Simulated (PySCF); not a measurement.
gamma-butyrolactone, C4H6O2.
Atom-mapped SMILES: `[O:1]=[C:2]1[CH2:3][CH2:4][CH2:5][O:6]1`

Probes without a nucleus sit at each ring's centroid and 1 Å off its mean plane on both sides; NICS is minus the shielding there, NICSzz its component along the normal. Level: GIAO KT2/pcSseg-2 (PySCF, non-relativistic, gas phase) on the PBE0-D3(BJ)/def2-SVP geometry, one conformer.

Ring bond lengths (Å): C2–C3 1.518, C3–C4 1.520, C4–C5 1.526, C5–O6 1.421, O6–C2 1.353.

Problem. What do the NICS probes read (ppm)?

Solution. 
```json
{"ring": "C2–C3–C4–C5–O6", "type": "5-membered ring with O; formal bonds all single", "NICS(0)": "-4.4", "NICS(1), two faces": "-2.2 / -2.8", "NICS(1)zz, two faces": "-3.1 / -4.2", "rms pucker (Å)": "0.14", "centre to ring atoms, mean (Å)": "1.24"}
```

Problem. What do they say, and how far can they be read as aromaticity?

Solution. 
- C2–C3–C4–C5–O6: mean NICS(1)zz -3.6 ppm, shielded. C3, C4, C5 have four or more neighbours, and the NICS criterion for π rings isn't applied.

Problem. At the first NICS(1) probe listed for ring C2–C3–C4–C5–O6, 1 Å off the ring, how large is the induced field along the normal in 9.4 T applied along it?

Solution. NICSzz × B0 = -3.1 ppm × 9.4 T = -29 μT, against the applied field.

Problem. List the ring angles.

Solution. 
- C2–C3–C4–C5–O6: C2 108.6°, C3 103.1°, C4 101.3°, C5 105.4°, O6 111.2°; sum 529.6° against 540° for a flat convex ring.

Problem. What are the shieldings of the ring atoms and their hydrogens in the same run (means over atoms taken as equivalent)?

Solution. 
| atoms | environment | σ isotropic (ppm) | principal values of the symmetric part, first atom (ppm) |
| --- | --- | --- | --- |
| C2 | ester carbonyl carbon | 10.5 | -70.9, 36.8, 65.5 |
| C3 | sp3 carbon next to a carbonyl | 153.3 | 138.4, 152.0, 169.6 |
| C4 | ring CH2 carbon | 154.6 | 134.1, 161.6, 168.1 |
| C5 | sp3 carbon bound to oxygen | 112.0 | 78.8, 99.3, 157.9 |
| O6 | ester single-bonded oxygen | 98.9 | -124.5, 186.0, 235.3 |
| H on C3 (×2) | methylene hydrogen | 29.01 | 25.5, 27.3, 34.2 |
| H on C4 (×2) | methylene hydrogen | 29.09 | 24.6, 27.6, 35.1 |
| H on C5 (×2) | methylene hydrogen | 27.01 | 23.0, 26.2, 32.2 |

Problem. How do the values depend on the level or the medium?

Solution. 
```
             level  NICS(0), C2–C3–C4–C5–O6  mean NICS(1)zz, C2–C3–C4–C5–O6
 KT2/pcSseg-2, gas                     -4.4                            -3.6
PBE0/pcSseg-1, gas                     -4.9                            -4.2
BLYP/pcSseg-2, gas                     -4.2                            -3.3
BP86/pcSseg-2, gas                     -4.3                            -3.4
  HF/pcSseg-2, gas                     -4.3                            -3.9
 LDA/pcSseg-2, gas                     -4.3                            -3.3
OPBE/pcSseg-2, gas                     -4.6                            -3.4
 PBE/pcSseg-2, gas                     -4.3                            -3.4
```

The geometry is the same throughout.

The run took 79 s on an x86-64 server with one thread (shared host). This is the whole shielding run at KT2/pcSseg-2, SCF included.
